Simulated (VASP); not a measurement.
# BN (R3m) in VASP: a series of runs, part 3 of 3

VASP 6.6.1. The steps go on from the part before.

**6. Relaxation of cell and atoms, PBE+MBD**

INCAR reads:

```
PREC = Accurate
ENCUT = 600
EDIFF = 1E-6
ISMEAR = -1
SIGMA = 0.05
LREAL = False
LASPH = True
NELM = 80
ALGO = Normal
ISIF = 3
LWAVE = False
LCHARG = False
GGA = PE
IVDW = 202
IBRION = 2
NSW = 40
EDIFFG = -0.01
```

KPOINTS reads:

```
Automatic mesh
0
Gamma
  12 12 12
```

POSCAR reads:

```
BN
1.0
    1.2511217832      0.7223354983      3.3729344033
   -1.2511217832      0.7223354983      3.3729344033
    0.0000000000     -1.4446709966      3.3729344033
N B
1 1
Direct
    0.6672382000      0.6672382000      0.6672382000
    0.0003288000      0.0003288000      0.0003288000
```

Potentials or basis: VASP PAW PBE potentials, release 64 (N, B).

Run with:

```console
> cat potpaw_PBE.64/N/POTCAR potpaw_PBE.64/B/POTCAR > POTCAR
> mpirun -np 1 vasp_std > vasp.out
```

OUTCAR:

```text
PREC = Accurate
   ENCUT = 600
   EDIFF = 1E-6
   ISMEAR = -1
   LREAL = False
   LASPH = True
   NELM = 80
   ISIF = 3
   GGA = PE
   IVDW = 202
   IBRION = 2
   NSW = 40
   EDIFFG = -0.01
  IVDW = 202

 ion  position               nearest neighbor table
   1  0.667  0.667  0.667-   2 1.44   2 1.44   2 1.44
   2  0.000  0.000  0.000-   1 1.44   1 1.44   1 1.44

  LATTYP: Found a trigonal (rhomboedric) cell.
 ALAT       =     3.6692997666
 COS(alpha) =     0.7674786797

  Lattice vectors:

 A1 = (   1.2511217832,   0.7223354983,   3.3729344033)
 A2 = (  -1.2511217832,   0.7223354983,   3.3729344033)
 A3 = (   0.0000000000,  -1.4446709966,   3.3729344033)

Analysis of symmetry for initial positions (statically):
=====================================================================
 Subroutine PRICEL returns:
 Original cell was already a primitive cell.

 Routine SETGRP: Setting up the symmetry group for a
 trigonal (rhombohedral) supercell.

 Subroutine GETGRP returns: Found  6 space group operations
 (whereof  6 operations were pure point group operations)
 out of a pool of 12 trial point group operations.

The static configuration has the point symmetry C_3v.

Analysis of symmetry for dynamics (positions and initial velocities):
=====================================================================
 Subroutine PRICEL returns:
 Original cell was already a primitive cell.

 Routine SETGRP: Setting up the symmetry group for a
 trigonal (rhombohedral) supercell.

 Subroutine GETGRP returns: Found  6 space group operations
 (whereof  6 operations were pure point group operations)
 out of a pool of 12 trial point group operations.

The dynamic configuration has the point symmetry C_3v.

 Subroutine INISYM returns: Found  6 space group operations
 (whereof  6 operations are pure point group operations),
 and found     1 'primitive' translations

----------------------------------------------------------------------------------------

                                     Primitive cell

  volume of cell :      18.2893

  direct lattice vectors                    reciprocal lattice vectors
     1.251121783  0.722335498  3.372934403     0.399641351  0.230733042  0.098825916
    -1.251121783  0.722335498  3.372934403    -0.399641351  0.230733042  0.098825916
     0.000000000 -1.444670997  3.372934403     0.000000000 -0.461466083  0.098825916

  length of vectors
     3.669299767  3.669299767  3.669299767     0.471929558  0.471929558  0.471929558

  position of ions in fractional coordinates (direct lattice)
     0.667238200  0.667238200  0.667238200
     0.000328800  0.000328800  0.000328800

  ion indices of the primitive-cell ions
   primitive index   ion index
                 1           1
                 2           2

----------------------------------------------------------------------------------------

 KPOINTS: Automatic mesh

Automatic generation of k-mesh.
 Grid dimensions read from file:
 generate k-points for:   12   12   12

 Generating k-lattice:

  Cartesian coordinates                     Fractional coordinates (reciprocal lattice)
     0.033303446  0.019227753  0.008235493     0.083333333  0.000000000  0.000000000
    -0.033303446  0.019227753  0.008235493     0.000000000  0.083333333  0.000000000
     0.000000000 -0.038455507  0.008235493     0.000000000  0.000000000  0.083333333

  Length of vectors
     0.039327463  0.039327463  0.039327463

  Shift w.r.t. Gamma in fractional coordinates (k-lattice)
     0.000000000  0.000000000  0.000000000

 Subroutine IBZKPT returns following result:
 ===========================================
[... 62 lines left out ...]
   EFERMI =   0.00;   METHOD = LEGACY
   ISMEAR =    -1;   SIGMA  =   0.05  broadening in eV -4-tet -1-fermi 0-gaus
   EFERMI_NEDOS =   21; number of points for ismear=-14 and -15
   IALGO  =     38    algorithm
   IMIX   =      4    mixing-type and parameters
     AMIX     =   0.40;   BMIX     =  1.00
     AMIX_MAG =   1.60;   BMIX_MAG =  1.00
  volume/ion in A,a.u.               =       9.14        61.71
  Fermi-wavevector in a.u.,A,eV,Ry     =   1.242717  2.348395 21.012099  1.544346
  Thomas-Fermi vector in A             =   2.377059
   LORBIT       =      0    0 simple, 1 ext, 2 COOP (PROOUT), +10 PAW based schemes
   GGA     = PE    functional components
   LHFCALC =     F    Hartree Fock is set to
   AEXX    =    0.0000 exact exchange contribution
   IVDW    =   202    specifies the selected vdW correction
   LEPSILON=     F    determine dielectric tensor
   LRPA    =     F    only Hartree local field effects (RPA)
 conjugate gradient relaxation of ions
 non-spin polarized calculation
  energy-cutoff  :      600.00
  volume of cell :       18.29
 maximum number of plane-waves:       624
 NGX is ok and might be reduce to    30
   NGX = 15   NGY = 15   NGZ = 15

--------------------------------------- Ionic step        1  -------------------------------------------

 number of electron       8.0000000 magnetization

 Free energy of the ion-electron system (eV)
  ---------------------------------------------------
  ext. energy  EPLUGINS =         0.00000000
  ---------------------------------------------------
  free energy    TOTEN  =       -17.58422944 eV

  energy without entropy =      -17.58422944  energy(sigma->0) =      -17.58422944

------------------------ aborting loop because EDIFF is reached ----------------------------------------

  Tkatchenko/Scheffler method for vdW energy calculation

  Edisp (eV):   -0.31939
[... 105 lines left out ...]
  FREE ENERGIE OF THE ION-ELECTRON SYSTEM (eV)
  ---------------------------------------------------
  free  energy   TOTEN  =       -17.9039754921 eV

  energy  without entropy=      -17.9039754921  energy(sigma->0) =      -17.90397549

 E-fermi :   3.1387     XC(G=0):  -9.9931

 val. band max:        2.1468326751   @ k =  -0.3333   0.3333   0.0000
 cond. band min:       6.4176585225   @ k =   0.5000   0.5000  -0.0000
 fundamental gap:      4.2708258474
 Fermi energy:         3.1386615794

 k-point     1 :       0.0000    0.0000    0.0000
  band No.  band energies     occupation
      1     -15.6181      2.00000
      2      -2.0025      2.00000
      3       0.8585      2.00000
      4       0.8585      2.00000
      5       7.3357      0.00000
      6      13.8096      0.00000
      7      13.8096      0.00000
      8      15.2695      0.00000
[... 243 lines left out ...]
 k-point    24 :      -0.4167    0.1667    0.0000
  band No.  band energies     occupation
      1     -12.1808      2.00000
      2      -6.4396      2.00000
      3      -3.2603      2.00000
      4       1.8319      2.00000
      5       7.3224      0.00000
      6      13.6592      0.00000
      7      15.7284      0.00000
      8      16.5605      0.00000

 [... further k-points ...]

[... ionic steps 4 to 13 ...]

--------------------------------------- Ionic step       14  -------------------------------------------

 number of electron       8.0000000 magnetization

------------------------ aborting loop because EDIFF is reached ----------------------------------------
[... 75 lines left out ...]
--------------------------------------- Ionic step       16  -------------------------------------------

 number of electron       8.0000000 magnetization

 Free energy of the ion-electron system (eV)
  ---------------------------------------------------
  ext. energy  EPLUGINS =         0.00000000
  ---------------------------------------------------
  free energy    TOTEN  =       -17.57693513 eV

  energy without entropy =      -17.57693513  energy(sigma->0) =      -17.57693513

 E-fermi :   3.4120     XC(G=0): -10.1550

 val. band max:        2.3352293107   @ k =  -0.3333   0.3333   0.0000
 cond. band min:       6.5666218059   @ k =   0.5000   0.5000  -0.0000
 fundamental gap:      4.2313924952
 Fermi energy:         3.4119547346

 k-point     1 :       0.0000    0.0000    0.0000
  band No.  band energies     occupation
      1     -15.4564      2.00000
      2      -1.6778      2.00000
      3       1.0616      2.00000
      4       1.0616      2.00000
      5       7.6763      0.00000
      6      14.0264      0.00000
      7      14.0264      0.00000
      8      15.5258      0.00000
[... 254 lines left out ...]
 [... further k-points ...]

------------------------ aborting loop because EDIFF is reached ----------------------------------------

  Hirshfeld charges:
            ion         q(e)
   ------------------------------
      1     N       -0.20341088
      2     B        0.20341088

  Tkatchenko/Scheffler method for vdW energy calculation

  Edisp (eV):   -0.32921

  FORCE on cell =-STRESS in cart. coord.  units (eV):
  Direction    XX          YY          ZZ          XY          YZ          ZX
  --------------------------------------------------------------------------------------
  -------------------------------------------------------------------------------------
  Total       0.00212     0.00212     0.00832     0.00000     0.00000     0.00000
  in kB       0.19074     0.19074     0.74796     0.00000     0.00000     0.00000
  external pressure =        0.38 kB  Pullay stress =        0.00 kB
[... 17 lines left out ...]
  FREE ENERGIE OF THE ION-ELECTRON SYSTEM (eV)
  ---------------------------------------------------
  free  energy   TOTEN  =       -17.9061489160 eV

  energy  without entropy=      -17.9061489160  energy(sigma->0) =      -17.90614892

 reached required accuracy - stopping structural energy minimisation
```

OSZICAR:

```text
N       E                     dE             d eps       ncg     rms          rms(c)
DAV:   1     0.174460647268E+02    0.17446E+02   -0.52028E+03  3072   0.105E+03
DAV:   2    -0.188355866652E+02   -0.36282E+02   -0.35013E+02  4104   0.196E+02
DAV:   3    -0.193802670108E+02   -0.54468E+00   -0.54468E+00  3704   0.294E+01
DAV:   4    -0.193816733358E+02   -0.14063E-02   -0.14063E-02  4912   0.126E+00
[... 95 lines left out ...]
DAV:   4    -0.175766506255E+02    0.83142E-06   -0.21363E-06  3608   0.124E-02
  15 F= -.17906137E+02 E0= -.17906137E+02  d E =0.413401E-04
       N       E                     dE             d eps       ncg     rms          rms(c)
DAV:   1    -0.175769496545E+02   -0.29820E-03   -0.66938E-04  3168   0.252E-01    0.244E-02
DAV:   2    -0.175769360812E+02    0.13573E-04   -0.59240E-05  3720   0.611E-02    0.696E-03
DAV:   3    -0.175769351291E+02    0.95210E-06   -0.24918E-06  3744   0.145E-02
  16 F= -.17906149E+02 E0= -.17906149E+02  d E =0.293459E-04
```

CONTCAR:

```text
BN
   1.00000000000000
     1.2514745389223931    0.7225391619112662    3.2839202256774369
    -1.2514745389223931    0.7225391619112662    3.2839202256774369
    -0.0000000000000000   -1.4450783238225324    3.2839202256774369
  N               B
     1     1
Direct
     0.6672574079464828    0.6672574079464828    0.6672574079464828
     0.0003095920535155    0.0003095920535155    0.0003095920535155

  0.00000000E+00  0.00000000E+00  0.00000000E+00
  0.00000000E+00  0.00000000E+00  0.00000000E+00
```

Wall time 13 min (1 thread of Intel Xeon Platinum 8488C (Sapphire Rapids), shared host); peak memory 0.18 GiB.

Results:

- Free energy: -17.9061 eV
- Relaxed volume: 8.91 Å³/atom
- Relaxed cell: a = 3.588 Å, b = 3.588 Å, c = 3.588 Å, α = 40.83°, β = 40.83°, γ = 40.83°
- Space group after relaxing (to 0.05 Å): R3m (No. 160)
- Energy gained by relaxing: 1.3 meV/atom
- Ionic steps: 16
- Pressure after relaxing: 0.0 GPa
- Band gap on the k mesh: 4.23 eV, indirect (least direct gap 4.70 eV)
- Hirshfeld charges: N -0.20; B +0.20 e
- Dispersion energy per atom: -0.165 eV

Step by step:
```csv
step,energy change (eV),largest force (eV/Å),pressure (GPa),volume (Å³)
1,0.0000,0.0058,0.06,18.29
2,-0.0004,0.0024,-0.76,18.30
3,-0.0004,0.0020,-0.72,18.30
4,-0.0003,0.0001,-0.54,18.30
5,-0.0005,0.0038,-0.48,18.26
6,-0.0011,0.0150,-0.31,18.17
7,-0.0019,0.0373,-0.01,17.97
8,-0.0024,0.0818,0.70,17.59
9,-0.0022,0.0473,0.15,17.88
10,-0.0025,0.0066,-0.14,17.83
11,-0.0026,0.0071,-0.16,17.83
12,-0.0025,0.0100,-0.14,17.84
13,-0.0026,0.0092,-0.17,17.83
14,-0.0026,0.0079,-0.18,17.83
15,-0.0025,0.0065,0.16,17.80
16,-0.0025,0.0002,0.04,17.82
```

Final structure:
```
N B
1.0
     1.25147    0.72254    3.28392
    -1.25147    0.72254    3.28392
     0.00000   -1.44508    3.28392
N B
1 1
Direct
  0.66726 0.66726 0.66726
  0.00031 0.00031 0.00031
```

Levels at points of the mesh, in eV from the valence-band top:
```tsv
k point	band 2	band 3	band 4	band 5	band 6	band 7
(0.00, 0.00, 0.00)	-4.01	-1.27	-1.27	5.34	11.69	11.69
(0.50, 0.00, 0.00)	-8.93	-4.05	-0.54	5.34	9.98	13.22
(0.50, 0.50, 0.00)	-8.78	-4.12	-1.21	4.23	9.90	14.46
(0.50, 0.50, 0.50)	-6.23	-1.30	-1.30	10.42	11.60	11.60
```

**7. The reference run**

An earlier run on the cell as given: functional PBEsol; potentials or basis VASP PAW PBE potentials, release 64 (N, B); cutoff 520 eV; k mesh 12 × 12 × 12; occupations fermi-dirac, width 0.05 eV; no spin polarisation.

- Pressure: 1.0 GPa
- Band gap on the k mesh: 4.18 eV, indirect (least direct gap 4.63 eV)

**8. Overview**

| task | level | cell | cutoff (eV) | ladder | gap on the mesh (eV) | pressure (GPa) | relaxed volume (Å³/atom) |
| --- | --- | --- | --- | --- | --- | --- | --- |
| relaxation of cell and atoms | PBE+D3(BJ) | relaxed | 600 | - | 4.22 | 0.1 | 8.88 |
| relaxation of cell and atoms | PBE+D4 | relaxed | 600 | - | 4.18 | 0.0 | 8.80 |
| relaxation of cell and atoms | PBE+rVV10 | relaxed | 600 | - | 4.21 | 0.0 | 9.21 |
| relaxation of cell and atoms | PBE+TS | relaxed | 600 | - | 4.25 | 0.1 | 8.98 |
| relaxation of cell and atoms | PBE+MBD | relaxed | 600 | - | 4.23 | 0.0 | 8.91 |
| single point | PBEsol | as given | 520 | free | 4.18 | 1.0 | - |

Alike in all rows: potentials or basis VASP PAW PBE potentials, release 64 (N, B); no spin polarisation; k mesh 12 × 12 × 12; smearing fermi-dirac 0.05 eV.

Caveats: the PAW data sets were made with another functional, which shifts forces and pressure a little (some runs).

Total energies depend on the potentials used, so only differences within one code and one set of settings carry meaning.
